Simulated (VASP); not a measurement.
## AlN: dielectric tensor with LDA

**Experimental background.**

“Self-assembly of well-separated AlN nanowires directly on sputtered metallic TiN films”, 2019, arxiv:1910.07391 quotes, for a bulk crystal of AlN at 10 K: band gap 6.034 eV (an exciton energy, a little under the gap).

AlN:

```xyz
4
Lattice="3.0983 0.0000 0.0000 -1.5492 2.6832 0.0000 0.0000 0.0000 4.9613" Properties=species:S:1:pos:R:3 pbc="T T T"
Al    0.0000    1.7888    4.9568
Al    1.5492    0.8944    2.4761
N     0.0000    1.7888    1.8898
N     1.5492    0.8944    4.3705
```

- Program: VASP 6.6.1
- Task: dielectric tensor
- Functional: LDA
- Potentials or basis: VASP PAW LDA potentials, release 64 (Al, N)
- Cutoff: 600 eV
- k mesh: 12 × 12 × 6
- Occupations: gaussian, width 0.03 eV
- Spin: no spin polarisation
- Further INCAR settings: ALGO = Normal; EDIFF = 1e-08

| Quantity | Value |
| --- | --- |
| Band gap on the k mesh | 4.34 eV, direct |
| Electronic dielectric tensor (diagonal) | 4.41, 4.41, 4.64 |
| Born charges (mean of the diagonal) | Al +2.56; N -2.56 e |

Levels at points of the mesh, in eV from the valence-band top:
```
           k point  band 6  band 7  band 8  band 9  band 10  band 11
(0.00, 0.00, 0.00)   -0.22   -0.22    0.00    4.34     6.65    10.58
(0.50, 0.00, 0.00)   -2.13   -1.82   -0.70    5.70     5.70     8.19
(0.00, 0.00, 0.50)   -0.56   -0.56   -0.56    6.53     6.53    10.24
(0.50, 0.00, 0.50)   -1.50   -1.39   -1.39    5.23     5.23     9.15
```

Electronic dielectric tensor:
```
4.41 0.00 0.00
0.00 4.41 0.00
0.00 0.00 4.64
```

Born effective charge tensors (e):
atom 1, Al
```
2.51 0.00 0.00
0.00 2.51 0.00
0.00 0.00 2.67
```
atom 2, Al
```
2.51 0.00 0.00
0.00 2.51 0.00
0.00 0.00 2.67
```
atom 3, N
```
-2.51  0.00  0.00
 0.00 -2.51  0.00
 0.00  0.00 -2.67
```
atom 4, N
```
-2.51  0.00  0.00
 0.00 -2.51  0.00
 0.00  0.00 -2.67
```

It took 6.9 min on 1 thread of Intel(R) Xeon(R) Platinum 8259CL CPU @ 2.50GHz (Skylake/Cascade Lake) (shared host), peak memory 0.45 GiB.

A measured gap of AlN is 6.034 eV (an exciton energy, a little under the gap; 10 K; quoted in “Self-assembly of well-separated AlN nanowires directly on sputtered metallic TiN films”, 2019, arxiv:1910.07391); the calculated 4.34 eV misses it by -1.69 eV. 2 values of this kind are on record (6.034 to 6.0343 eV); this one was drawn at random. The value is that of LDA on a finite k mesh, which can miss the band edges, without temperature or zero-point motion. Semilocal functionals fall short of measured gaps as a rule.
